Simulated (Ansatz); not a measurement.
**Strain response of Mo**

These are results of DFT PBE, scalar-relativistic, plane waves, PAW in Ansatz 0.2.0, not measurements. Run with 420 eV cutoff, 16×16×16 k-mesh, Gaussian smearing of 0.10 eV, no spin polarisation.

Starting point, cell and atoms relaxed:

```xyz
2
Lattice="3.1606 0.0000 0.0000 0.0000 3.1606 0.0000 0.0000 0.0000 3.1606" Properties=species:S:1:pos:R:3 pbc="T T T"
Mo    0.0000    0.0000    0.0000
Mo    1.5803    1.5803    1.5803
```

Deformation: uniaxial strain along c, with the lengths of a and b and the atoms relaxed and the angles held, all within the symmetry that the strain leaves. Energies are extrapolated to zero smearing.

```tsv
strain (%)	ΔE (meV/atom)	a (Å)	b (Å)	c (Å)
-6.0	74.2	3.216	3.216	2.971
-4.0	32.2	3.196	3.196	3.034
-2.0	7.9	3.178	3.178	3.097
+0.0	0.0	3.161	3.161	3.161
+2.0	7.5	3.145	3.145	3.224
+4.0	28.1	3.130	3.130	3.287
+6.0	59.4	3.114	3.114	3.350
```

Q: What stiffness (1/V) d²E/dε² at zero strain does a cubic fit over all points give?

A: A cubic fit gives (1/V) d²E/dε² = 375 GPa at zero strain (Young's modulus along this axis, angles held).

Q: How does the free axis a answer a small strain?

A: Between the innermost points its strain is -0.25 times the applied one.

Cost: 7 runs of about 5.3 core-minutes in all, on Arm Neoverse V2 (shared hosts).